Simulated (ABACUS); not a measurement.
HgSe under changes of volume

One of the cells (28.067 Å³/atom); the others are scaled copies at fixed shape and fractional positions:

```
Hg Se
1.0
     0.00000    3.03900    3.03900
     3.03900    0.00000    3.03900
     3.03900    3.03900    0.00000
Hg Se
1 1
Direct
  0.00000 0.00000 0.00000
  0.75000 0.75000 0.75000
```

* Program: ABACUS 3.10.1
* Functional: PBE
* Potentials or basis: PseudoDojo NC SR 0.4.1 PBE standard
* Cutoff: 1361 eV
* Density cutoff: 5442 eV
* Basis: DZP LCAO (the cutoffs set its grid)
* k mesh: 8 × 8 × 8
* Occupations: fermi-dirac, width 0.05 eV
* Spin: no spin polarisation

```tsv
volume (Å³/atom)	energy over the lowest point (meV/atom)	pressure (GPa)
26.383	?	?
26.944	84.62	8.5
27.505	57.92	6.8
28.067	36.61	5.4
28.628	20.23	4.0
29.189	8.13	2.9
29.751	0.00	1.8
```

Question: What does the run at 26.383 Å³/atom give?

Answer: Energy over the lowest point 117.45 meV/atom; pressure 10.3 GPa.

Worked out: A Birch-Murnaghan fit of order 3 (a polynomial in V^(-2/3)) to the other rows has no minimum within the range. It gives 117.36 meV/atom at 26.383 Å³/atom, against the run's 117.45, and -dE/dV = 10.3 GPa, against 10.3.

Energies are extrapolated to zero smearing.

Caveats: the atomic orbitals were generated for these runs and aren't a published set; the basis of atomic orbitals isn't converged, which shifts pressures, moduli and gaps.
